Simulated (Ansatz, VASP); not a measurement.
# Two plane-wave programs on Sn3Te

The input INCAR:

```
SYSTEM = Sn3Te
PREC = Accurate
ENCUT = 520
EDIFF = 1E-7
ISMEAR = -1
SIGMA = 0.05
LREAL = .FALSE.
LASPH = .TRUE.
NELM = 80
ALGO = Normal
ISIF = 2
LWAVE = .FALSE.
LCHARG = .FALSE.
GGA = PS
NBANDS = 32
```

The input KPOINTS:

```
regular mesh
0
G
  6 6 6
  0 0 0
```

POSCAR

```
Sn3Te
1.0
    4.8978456013      0.0000000000      0.0000000000
    0.0000000000      4.8978456013      0.0000000000
    0.0000000000      0.0000000000      4.8978456013
Te Sn
1 3
Direct
    0.0000000000      0.0000000000      0.0000000000
    0.0000000000      0.5000000000      0.5000000000
    0.5000000000      0.0000000000      0.5000000000
    0.5000000000      0.5000000000      0.0000000000
```

Contents of input.yaml:

```yaml
crystal:
  lattice:
    - [4.8978456013, 0.0, 0.0]
    - [0.0, 4.8978456013, 0.0]
    - [0.0, 0.0, 4.8978456013]
  atoms:
    - { symbol: Te, position: [0.0, 0.0, 0.0] }
    - { symbol: Sn, position: [0.0, 0.5, 0.5] }
    - { symbol: Sn, position: [0.5, 0.0, 0.5] }
    - { symbol: Sn, position: [0.5, 0.5, 0.0] }
hamiltonian:
  xc: pbesol
  pseudopotentials: { kind: paw }
kpoints:
  mp_grid: { grid: [6, 6, 6] }
scf:
  occupations: { method: fermi_dirac, width: 0.05 }
output:
  forces: true
  stress: true
  eigenvalues: true
  write_density: true
  write_potential: true
  elf: true
  volumetric_format: npy
```

The cell comes from a database or a generator and needn't be the stable form of this composition.

Alike in both runs: task single point; functional PBEsol; k mesh 6 × 6 × 6; occupations fermi-dirac, width 0.05 eV; no spin polarisation.

|  | VASP | Ansatz |
| --- | --- | --- |
| version | VASP 6.6.1 | Ansatz 0.2.0 |
| potentials or method | VASP PAW PBE potentials, release 64 (Te, Sn_d) | Ansatz PAW |
| plane-wave cutoff (eV) | 520 | 420 |
| valence electrons in the cell | 48 | 58 |

```csv
,VASP,Ansatz,Ansatz less VASP
gap on the k mesh at the Fermi level (eV),none,none,-
pressure (GPa),-3.2,-3.1,+0.04
```

A gap of «none» marks a metal or a gap that the smearing closes. With one functional, cell and mesh, what is left measures potentials, basis and numerics. The two sets of potentials don't hold the same shells in valence.

Caveats: the PAW data sets were made with another functional, which shifts forces and pressure a little (VASP); the PAW data sets come from PBE, with cores solved anew for the run's functional, which leaves a small shift of forces and pressure (Ansatz). Spin-orbit coupling is left out, which matters for the levels of Te.
